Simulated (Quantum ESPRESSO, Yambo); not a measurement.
# NaF (Villiaumite): G0W0 with Yambo, start to end, part 2 of 2

How does a plane-wave GW calculation on NaF (Villiaumite) run from the first input to the gap?

Quantum ESPRESSO 7.5 and Yambo 5.3.0; PBE and many-body steps on it, plane waves. Known limits of the many-body steps: not at the basis limit.

So far. Step 2 (Ground state): The gap is direct, at Γ. Step 3 (Bands along the symmetry lines): The gap is 6.390 eV, as in the run before at this level.

The database entry behind the starting cell differs from later determinations by our own check (0.1 to 0.3 % short, probably kX units), so it need not match the best structure at ambient conditions.

## (4) Empty states on the mesh, 6×6×6 mesh, 298 bands

Level of this step: DFT, PBE, plane waves, norm-conserving pseudopotentials (Quantum ESPRESSO).

The sums over transitions need many empty states on a uniform mesh; this step solves for them.

pw.in

```
&control
  calculation = 'nscf'
  prefix = 'x'
  outdir = 'o'
  pseudo_dir = 'pseudo'
/
&system
  ibrav = 0
  nat = 2
  ntyp = 2
  ecutwfc = 76.0
  nbnd = 298
  force_symmorphic = .true.
/
&electrons
  conv_thr = 1e-9
  electron_maxstep = 80
  diago_full_acc = .true.
  diago_thr_init = 5e-6
/
ATOMIC_SPECIES
  Na 22.99 Na.upf
  F 18.998 F.upf
CELL_PARAMETERS angstrom
  -0.0000000000 2.3100000000 2.3100000000
  2.3100000000 0.0000000000 2.3100000000
  2.3100000000 2.3100000000 0.0000000000
ATOMIC_POSITIONS crystal
  Na 0.0000000000 0.0000000000 0.0000000000
  F 0.5000000000 0.5000000000 0.5000000000
K_POINTS automatic
  6 6 6 0 0 0
```

Run with:

```
> OMP_NUM_THREADS=1 mpirun -n 4 pw.x -nk 4 -in pw.in > pw.out
```

The program printed:

```text
[banner, memory and clock lines left out]
Program PWSCF v.7.5 starts

     Atomic positions and unit cell read from directory:
     o/x.save/

     Message from routine setup:
     using ibrav=0 with symmetry is DISCOURAGED, use correct ibrav instead

     G-vector sticks info

     bravais-lattice index     =            0
     lattice parameter (alat)  =       6.1734  a.u.
     unit-cell volume          =     166.3652 (a.u.)^3
     number of atoms/cell      =            2
     number of atomic types    =            2
     number of electrons       =        16.00
     number of Kohn-Sham states=          298
     kinetic-energy cutoff     =      76.0000  Ry
     charge density cutoff     =     304.0000  Ry
     Exchange-correlation= PBE
                           (   1   4   3   4   0   0   0)

     celldm(1)=   6.173420  celldm(2)=   0.000000  celldm(3)=   0.000000
     celldm(4)=   0.000000  celldm(5)=   0.000000  celldm(6)=   0.000000

     crystal axes: (cart. coord. in units of alat)
               a(1) = (  -0.000000   0.707107   0.707107 )
               a(2) = (   0.707107   0.000000   0.707107 )
               a(3) = (   0.707107   0.707107   0.000000 )

     reciprocal axes: (cart. coord. in units 2 pi/alat)
               b(1) = ( -0.707107  0.707107  0.707107 )
               b(2) = (  0.707107 -0.707107  0.707107 )
               b(3) = (  0.707107  0.707107 -0.707107 )
     Pseudo is Norm-conserving, Zval =  9.0
     Generated using ONCVPSP code by D. R. Hamann
     Using radial grid of 1992 points,  4 beta functions with:
     Pseudo is Norm-conserving + core correction, Zval =  7.0
     Generated using ONCVPSP code by D. R. Hamann
     Using radial grid of  832 points,  5 beta functions with:
     Na                9.00    22.99000     Na( 1.00)
     F                 7.00    18.99800     F ( 1.00)

     48 Sym. Ops., with inversion, found

   Cartesian axes

     site n.     atom                  positions (alat units)
         1        Na     tau(   1) = (   0.0000000   0.0000000   0.0000000  )
         2        F      tau(   2) = (   0.7071068   0.7071068   0.7071068  )

     number of k points=    16
                       cart. coord. in units 2pi/alat
        k(    1) = (   0.0000000   0.0000000   0.0000000), wk =   0.0092593
        k(    2) = (   0.1178511   0.1178511  -0.1178511), wk =   0.0740741
        k(    3) = (   0.2357023   0.2357023  -0.2357023), wk =   0.0740741
[...]
[... 4 further rows ...]
        k(   15) = (  -0.1178511  -0.3535534   0.5892557), wk =   0.2222222
        k(   16) = (  -0.7071068   0.2357023   0.0000000), wk =   0.1111111

     Dense  grid:    14841 G-vectors     FFT dimensions: (  36,  36,  36)

     The potential is recalculated from file :
     o/x.save/charge-density

     Starting wfcs are    9 randomized atomic wfcs +  289 random wfcs

     Band Structure Calculation

     End of band structure calculation

          k = 0.0000 0.0000 0.0000 (  1837 PWs)   bands (ev):

   -46.0612 -18.1124 -17.9444 -17.9444 -17.9444   0.9991   0.9991   0.9991
     7.3887  20.1552  20.1552  20.1552  22.9761  25.2676  25.2676  27.9363
    27.9363  27.9363  35.0083  35.0083  35.0083  40.3077  49.4273  49.4273
[...]
[... 26 further rows ...]
[...]
298.6893 298.6893

          k = 0.1179 0.1179-0.1179 (  1874 PWs)   bands (ev):

[...]
[... 26 further rows ...]
[...]
291.3217 291.7034

          k = 0.2357 0.2357-0.2357 (  1865 PWs)   bands (ev):

[...]
109.7957 110.9265 110.9265 112.2880 112.2880 112.8182 116.2630 121.1201
     [... 26 further rows ...]
   288.8826 290.1107 290.6334 290.6334 291.0184 293.5097 295.1974 295.1974
   295.7838 296.0335

          k =-0.3536-0.3536 0.3536 (  1850 PWs)   bands (ev):

     [... further k-points ...]

     highest occupied, lowest unoccupied level (ev):     0.9991    7.3887

     XML data file, pseudopotentials, collected wavefunctions
```

Run time: 27 s. Hardware: 4 MPI ranks of Arm Neoverse V2, shared host; peak memory 0.41 GiB.

Numbers from this step:

| Item | Value |
| --- | --- |
| gap | 6.390 eV |
| k of the valence top | 0, 0, 0 |
| k of the conduction bottom | 0, 0, 0 |
| least direct gap | 6.390 eV |
| k points computed | 16 |
| lowest point of the top converged band, above the valence top | 290.7043 eV |

On this mesh the gap is 6.390 eV.

## (5) Conversion and set-up

This step: Yambo 5.3.0; conversion and set-up on PBE, plane waves, norm-conserving pseudopotentials.

The states are converted to the many-body program's format and the q mesh is built.

Run with:

```
> (cd o/x.save; p2y > p2y.log; mv SAVE ../..); yambo > setup.log
```

The program printed:

```text
 Yambo, version 5.3.0

 [02] CORE Variables Setup
 =========================

  [02.01] Unit cells
  ==================

  Cell kind             :  FCC
  Atoms in the cell     :  Na  F
  number of Na atoms    :  1
  number of F  atoms    :  1

  List of atomic masses
  Mass of Na    :  22.99000
  Mass of F     :  18.99800

  List of atomic coordinates    : [cc]
  Na1       :  0.000000  0.000000  0.000000  order 1
  F1       :  4.365267  4.365267  4.365267  order 2

  Alat factors          :  4.365267  4.365267  4.365267 [a.u.]
  Direct lattice volume :  166.3652 [a.u.]
  Direct lattice vectors:  A[ 1 ]  A[ 2 ]  A[ 3 ]
   A[ 1 ]: -0.000000  1.000000  1.000000  [iru]
  -0.000000  4.365267  4.365267  [cc]
   A[ 2 ]:  1.000000  0.000000  1.000000  [iru]
   4.365267  0.000000  4.365267  [cc]
   A[ 3 ]:  1.000000  1.000000  0.000000  [iru]
   4.365267  4.365267  0.000000  [cc]

  Recip. lattice volume :  1.490998 [a.u.]
  Recip. lattice vectors:  B[ 1 ]  B[ 2 ]  B[ 3 ]
   B[ 1 ]: -0.500000  0.500000  0.500000  [iku]
  -0.719679  0.719679  0.719679  [cc]
   B[ 2 ]:  0.500000 -0.500000  0.500000  [iku]
   0.719679 -0.719679  0.719679  [cc]
   B[ 3 ]:  0.500000  0.500000 -0.500000  [iku]
   0.719679  0.719679 -0.719679  [cc]

  [02.02] Symmetries
  ==================

  Inversion symmetry    : yes
  Spatial inversion     : yes
  Inversion index       :  25
  K-space Time-reversal : no
  Magnetic symmetries   : no
  Group table correct   : yes
  Symmetries units      :  [cc]

   [S  1]:   1.0000      0.27654E-16  0.27654E-16  0.27654E-16   1.0000     -0.27654E-16 -0.27654E-16 -0.27654E-16   1.0000
   [S  2]:  -1.0000     -0.27654E-16  0.27654E-16 -0.27654E-16  -1.0000     -0.27654E-16  0.27654E-16  0.27654E-16   1.0000
   [S  3]:  -1.0000      0.27654E-16 -0.27654E-16 -0.27654E-16   1.0000      0.27654E-16  0.27654E-16 -0.27654E-16  -1.0000
[...]
[... 36 further rows ...]
   [S 47]:  0.27654E-16   1.0000     -0.27654E-16 -0.27654E-16  0.27654E-16  -1.0000       1.0000     -0.27654E-16  0.27654E-16
   [S 48]:  0.27654E-16  -1.0000      0.27654E-16 -0.27654E-16 -0.27654E-16   1.0000       1.0000      0.27654E-16 -0.27654E-16

  [02.03] Reciprocal space
  ========================

  nG shells         :  197
  nG charge         :  14841
  nG WFs            :  2428
  nC WFs            :  1874
  G-vecs. in first 19 shells:  [ Number ]
     1    9   15   27   51   59   65   89  113
    137   169   181   229   259   283   307   331   339
    387
  ...
  Shell energy in first 19 shells:  [ mHa ]
    0.00000      776.907      1035.88      2071.75      2848.66      3107.63      4143.51      4920.41      5179.38
    6215.26      6992.17      8287.01      9063.92      9322.89      10358.8      11135.7      11394.6      12430.5
    13207.4
  ...

  [02.04] K-grid lattice
  ======================

  Compatible Grid is   : 3D
[...]
WF components:  1848

  [02.05] Energies & Occupations
  ==============================

  [X] === General ===
  [X] Electronic Temperature                        :  0.000000  0.000000 [eV K]
  [X] Bosonic    Temperature                        :  0.000000  0.000000 [eV K]
  [X] Finite Temperature mode                       : no
  [X] El. density                                   :  0.64901E+24 [cm-3]
  [X] Fermi Level                                   :  0.999133 [eV]

  [X] === Gaps and Widths ===
  [X] Conduction Band Min                           :  6.389538 [eV]
  [X] Valence Band Max                              :  0.000000 [eV]
  [X] Filled Bands                                  :   8
  [X] Empty Bands                                   :    9  298
  [X] Direct Gap                                    :  6.389538 [eV]
  [X] Direct Gap localized at k                     :  1
  [X] Indirect Gap                                  :  6.389538 [eV]
  [X] Indirect Gap between kpts                     :  1  1
  [X] Last valence band width                       :  0.531617 [eV]
  [X] 1st conduction band width                     :  6.892425 [eV]

  E @ K [ 1]:  [eV]
   -47.060      -19.112      -18.944      -18.944      -18.944     -0.85874E-12 -0.28625E-12   0.0000
    6.38954  19.15610  19.15610  19.15610  21.97694  24.26848  24.26848  26.93717
  occ @ K [ 1]
   2.000000  2.000000  2.000000  2.000000  2.000000  2.000000  2.000000  2.000000
[...]
E @ K [ 2]:  [eV]
[...]
occ @ K [ 2]
[...]
E @ K [ 3]:  [eV]
[...]
occ @ K [ 3]
[...]
E @ K [ 8]:  [eV]
[...]
occ @ K [ 8]
[...]
E @ K [ 9]:  [eV]
[...]
occ @ K [ 9]
[...]
E @ K [10]:  [eV]
[...]
occ @ K [10]
[...]
E @ K [11]:  [eV]
[...]
occ @ K [11]
[...]
E @ K [12]:  [eV]
[...]
occ @ K [12]
[...]
E @ K [13]:  [eV]
[...]
occ @ K [13]
[...]
E @ K [14]:  [eV]
[...]
occ @ K [14]
[...]
E @ K [15]:  [eV]
[...]
occ @ K [15]
[...]
E @ K [16]:  [eV]
[...]
occ @ K [16]
   2.000000  2.000000  2.000000  2.000000  2.000000  2.000000  2.000000  2.000000
   0.000000  0.000000  0.000000  0.000000  0.000000  0.000000  0.000000  0.000000

 [03] Transferred momenta grid and indexing
 ==========================================

 IBZ Q-points                                      :  16
 BZ  Q-points                                      :  216

 K/Q-points units:
 rlu = crystal or reduced units; cc = cartesian coordinates; iku = interal k-units

 Q [ 1]         [rlu]:  0.000000  0.000000  0.000000
 Q [ 2]         [rlu]:  0.23370E-16 -0.43854E-17  0.16667
 Q [ 3]         [rlu]:  0.46740E-16 -0.87708E-17  0.33333
[...]
Q [ 8]         [rlu]: -0.16938E-16  0.16667     -0.33333
 Q [ 9]         [rlu]:  0.47337E-16  0.16667     -0.16667
 Q [10]         [rlu]:  0.51449E-16  0.33333      0.33333
     [... 4 further rows ...]
 Q [15]         [rlu]:  0.166667  0.333333 -0.333333
 Q [16]         [rlu]:  0.166667 -0.500000 -0.333333

  [03.01] X indexes
  =================

   [03.01.01] Sigma indexes
   ========================

 [06] Game Over & Game summary
```

It took 1.9 s on 1 MPI rank; peak memory 0.24 GiB.

## (6) Screening and self-energy, 6×6×6 mesh, 298 bands, screening to 353.7 eV

Now the one-shot GW correction: screening in the RPA, then the self-energy of the levels asked for.

This step: G0W0 on PBE, plane waves, norm-conserving pseudopotentials.

gw3.in

```
HF_and_locXC
gw0
dyson
ppa
em1d
rim_cut
RandQpts= 1000000
RandGvec= 1 RL
EXXRLvcs= 76 Ry
VXCRLvcs= 304 Ry
Chimod= "HARTREE"
% BndsRnXp
 1 | 298 |
%
NGsBlkXp= 26 Ry
% LongDrXp
 1 | 1 | 1 |
%
% GbndRnge
 1 | 298 |
%
DysSolver= "n"
ExtendOut
PPAPntXp= 27.21138 eV
% QPkrange
 1 | 1 | 7 | 10 |
%
```

Run with:

```
> OMP_NUM_THREADS=1 mpirun -n 4 yambo -F gw3.in -J gw3 -C gw3 > gw3.log
```

The program printed:

```text
 Yambo, version 5.3.0

 [02] CORE Variables Setup
 =========================

  [... cell, symmetries and grids as in the set-up ...]

  [02.05] Energies & Occupations
  ==============================

  [X] === General ===
  [X] Electronic Temperature                        :  0.000000  0.000000 [eV K]
  [X] Bosonic    Temperature                        :  0.000000  0.000000 [eV K]
  [X] Finite Temperature mode                       : no
  [X] El. density                                   :  0.64901E+24 [cm-3]
  [X] Fermi Level                                   :  0.999133 [eV]

  [X] === Gaps and Widths ===
  [X] Conduction Band Min                           :  6.389538 [eV]
  [X] Valence Band Max                              :  0.000000 [eV]
  [X] Filled Bands                                  :   8
  [X] Empty Bands                                   :    9  298
  [X] Direct Gap                                    :  6.389538 [eV]
  [X] Direct Gap localized at k                     :  1
  [X] Indirect Gap                                  :  6.389538 [eV]
  [X] Indirect Gap between kpts                     :  1  1
  [X] Last valence band width                       :  0.531617 [eV]
  [X] 1st conduction band width                     :  6.892425 [eV]

 [03] Transferred momenta grid and indexing
 ==========================================

 IBZ Q-points                                      :  16
 BZ  Q-points                                      :  216

 K/Q-points units:
 rlu = crystal or reduced units; cc = cartesian coordinates; iku = interal k-units

 Q [ 1]         [rlu]:  0.000000  0.000000  0.000000
 Q [ 2]         [rlu]:  0.23370E-16 -0.43854E-17  0.16667
 Q [ 3]         [rlu]:  0.46740E-16 -0.87708E-17  0.33333
 Q [ 4]         [rlu]: -0.72449E-16  0.10818E-16 -0.50000
 Q [ 5]         [rlu]:  0.25724E-16  0.16667      0.16667
 Q [ 6]         [rlu]:  0.23370E-16  0.16667      0.33333
 Q [ 7]         [rlu]: -0.12566E-16  0.16667      0.50000
 Q [ 8]         [rlu]: -0.16938E-16  0.16667     -0.33333
 Q [ 9]         [rlu]:  0.47337E-16  0.16667     -0.16667
 Q [10]         [rlu]:  0.51449E-16  0.33333      0.33333
     [... 4 further rows ...]
 Q [15]         [rlu]:  0.166667  0.333333 -0.333333
 Q [16]         [rlu]:  0.166667 -0.500000 -0.333333

 [04] Coloumb potential Random Integration (RIM)
 ===============================================

  [04.01] RIM initialization
  ==========================

  * Diagonal components only detected *

  8 x (sBL volume)        :  0.055222 [a.u.]
  sBZ random points       :  1000000
  Points outside the sBZ  :   7996195
  RL volume               :  1.490998 [a.u.]
  Integrated volume       :  1.491708 [a.u.]

  [04.02] RIM integrals
  =====================

  Gamma point sphere radius             :  0.069075 [a.u.]
  Points outside the sphere             :   799659
  [Int_sBZ(q=0) 1/q^2]*(Vol_sBZ)^(-1/3) =:  7.764404
                                 should be <:  7.795600

  Summary of Coulomb integrals for non-metallic bands |Q|[au] RIM/Bare

  Q [1] 0.100000E-4 0.995998 * Q [2] 0.207754 1.065683
  Q [5] 0.239893 1.063731 * Q [9] 0.339260 1.025994
  Q [6] 0.397818 1.019604 * Q [3] 0.415507 1.017314
  Q [10] 0.479786 1.013697 * Q [8] 0.522835 1.010763
  Q [14] 0.536417 1.010819 * Q [7] 0.587616 1.008998
  Q [11] 0.623261 1.008132 * Q [4] 0.623261 1.007575
  Q [12] 0.678520 1.006539 * Q [15] 0.709613 1.006052
  Q [13] 0.719679 1.006039 * Q [16] 0.758609 1.005530

 [05] Dipoles
 ============

  [05.01] Setup: observables and procedures
  =========================================

 [06] Dynamic Dielectric Matrix (PPA)
 ====================================

 [WR./gw3//ndb.pp]---------------------------------------------------------------
  Brillouin Zone Q/K grids (IBZ/BZ)                :   16  216   16  216
  RL vectors                                       :  2445 [WF]
  Coulomb cutoff potential                         : none
  Electronic Temperature                           :  0.000000 [K]
  Bosonic    Temperature                           :  0.000000 [K]
  PPA    diel. fun.  energies                      : Perdew, Burke & Ernzerhof(X)+Perdew, Burke & Ernzerhof(C)
  wavefunctions                                    : Perdew, Burke & Ernzerhof(X)+Perdew, Burke & Ernzerhof(C)
  Global Gauge                                     : length
  X matrix size                                    :   387
  X band range                                     :    1  298
  X e/h energy range                               : -1.000000 -1.000000 [eV]
  X Time ordering                                  : R
  X Hxc Kernel                                     : HARTREE
  X Drude frequency                                :  0.000000  0.000000
  X poles                                          :  100.0000 [o/o]
  RL vectors in the sum                            :  2445
  [r,Vnl] included                                 : yes
  Field direction                                  :  0.577350E-5  0.577350E-5  0.577350E-5
  BZ energy Double Grid                            : no
  BZ energy DbGd points                            : 0
  BZ Q point size factor                           : -1.000000
  X Optical Averaged directions                    : none

 [07] Local Exchange-Correlation + Non-Local Fock
 ================================================

 [VXC] Plane waves :  14841
 [EXS] Plane waves :  1893

 QP @ state[ 1 ] K range:  1  1
 QP @ state[ 1 ] b range:   7  10

 [xc] Functional : Perdew, Burke & Ernzerhof(X)+Perdew, Burke & Ernzerhof(C)
 [xc] LIBXC used to calculate xc functional
  PP Number of Atomic Species                      :  2
  NLCC RL compoments                               :  14841
  PP Number of Atomic Species                      :  2
  NLCC RL compoments                               :  14841

 [xc] E_xc :  -11.60134 [Ha]
      E_xc :  -23.20269 [Ry]

  Local XC kind (lXC) : Perdew, Burke & Ernzerhof(X)+Perdew, Burke & Ernzerhof(C)
  Non-Local XC kind (nlXC) : Hartree-Fock

  Corrections @ K [1] :  [eV]
 <7|nlXC|7> = -30.18507  0.48748E-17 <7|lXC|7> = -22.50797  0.17706E-16
 <8|nlXC|8> = -30.18500 -0.31988E-17 <8|lXC|8> = -22.50797  0.94410E-16
 <9|nlXC|9> = -5.346381  0.64778E-18 <9|lXC|9> = -9.465273  0.94488E-16
 <10|nlXC|10> = -2.176652  0.21991E-18 <10|lXC|10> = -7.169311 -0.49478E-20

 [08] Dyson equation: Newton solver
 ==================================

  [08.01] G0W0 (W PPA)
  ====================

  [  GW  ] Bands range     :    1  298
  [GW/PPA] G damping       :  0.100000 [eV]

  QP @ state[ 1 ] K range:  1  1
  QP @ state[ 1 ] b range:   7  10

   Sc/G bands                                       :    1  298
   Sc/G damping                                     :  0.100000 ev
   Sc bands terminator                              : no
   Sx RL components                                 :  1893

   QP @ state[ 1 ] K range                          :  1  1
   QP @ state[ 1 ] b range                          :   7  10
   GF energies kind                                 : Perdew, Burke & Ernzerhof(X)+Perdew, Burke & Ernzerhof(C)
   GF WF`s kind                                     : Perdew, Burke & Ernzerhof(X)+Perdew, Burke & Ernzerhof(C)
   Xs energies kind                                 : Perdew, Burke & Ernzerhof(X)+Perdew, Burke & Ernzerhof(C)
   Xs WF`s kind                                     : Perdew, Burke & Ernzerhof(X)+Perdew, Burke & Ernzerhof(C)

 [11] Game Over & Game summary
```

It took 14 min on 4 MPI ranks; peak memory 2.2 GiB.

This step gave:

```yaml
g0w0_gap_on_the_points_computed: 10.68 eV
starting_gap_on_the_mesh: 6.390 eV
k_of_the_valence_top: 0, 0, 0
k_of_the_conduction_bottom: 0, 0, 0
least_direct_g0w0_gap_on_the_computed_points: 10.68 eV
z_at_the_valence_top: 0.8203
z_at_the_conduction_bottom: 0.9026
```

The gap on the mesh goes from 6.39 eV to 10.68 eV, a correction of +4.29 eV.

Limits: finite bands, cutoff and mesh. v1 is the top filled band, c1 the lowest empty one. Levels before and after the correction, in eV, zero at the valence-band top of each column:

|  | conduction bottom | valence top |
| --- | --- | --- |
| Kohn-Sham | 6.39 | 0.00 |
| G0W0 | 10.68 | 0.00 |

|  | level | energy (eV) |
| --- | --- | --- |
| Kohn-Sham | Γ v2-v1 | 0.000 |
| Kohn-Sham | Γ c1 | 6.390 |
| Kohn-Sham | Γ c2 | 19.156 |
| G0W0 | Γ v2-v1 | 0.000 |
| G0W0 | Γ c1 | 10.681 |
| G0W0 | Γ c2 | 23.681 |

## (7) Where the time went

Times are wall times on the hardware named with each run, good to a factor of about two.

| step | time | share | memory (GiB) |
| --- | --- | --- | --- |
| ground state | 3 s | 0 % | 0.2 |
| bands along the symmetry lines | 1.8 s | 0 % | 0.05 |
| empty states on the mesh | 27 s | 3 % | 0.41 |
| conversion and set-up | 1.9 s | 0 % | 0.24 |
| screening and self-energy | 14 min | 96 % | 2.2 |

## (8) Outcome

```
PBE gap              : 6.39 eV, direct
G0W0 gap on the mesh : 10.68 eV
GW settings          : 6×6×6 mesh, 298 bands, screening to 353.7 eV, Godby-Needs plasmon pole
known limits         : not at the basis limit
```

**Reading.** G0W0 moves the gap on the mesh from 6.39 eV to 10.68 eV (+4.29 eV), with Z of 0.82 and 0.90 at the edges. Only 1 of the mesh's irreducible points was corrected, so a valley elsewhere could overtake. The dearest step here is «screening and self-energy». Bands and cutoff are finite, so the gap is not at the basis limit. The miss can reach some tenths of an eV and take either sign; the mesh is an error of its own. In the G0W0 run levels were corrected at 1 k point alone, so a gap called «on the mesh» is the least over those, and an edge elsewhere would be missed.

[Paths, hosts, dates, memory and timing lines, banners, echoed tables and standing remarks are left out of the program output.]

[Logs are printed without paths, hosts, clocks, repeated set-up lines and the standing remarks that a program may print on its own settings, such as how far it seeks lower states.]

[Runs of the session that timed out or met a known fault of the program may be left out.]

[Hosts, paths, dates, database ids (printed as entryN), source tags and the programs' standing remarks are cut or masked in the printed files.]
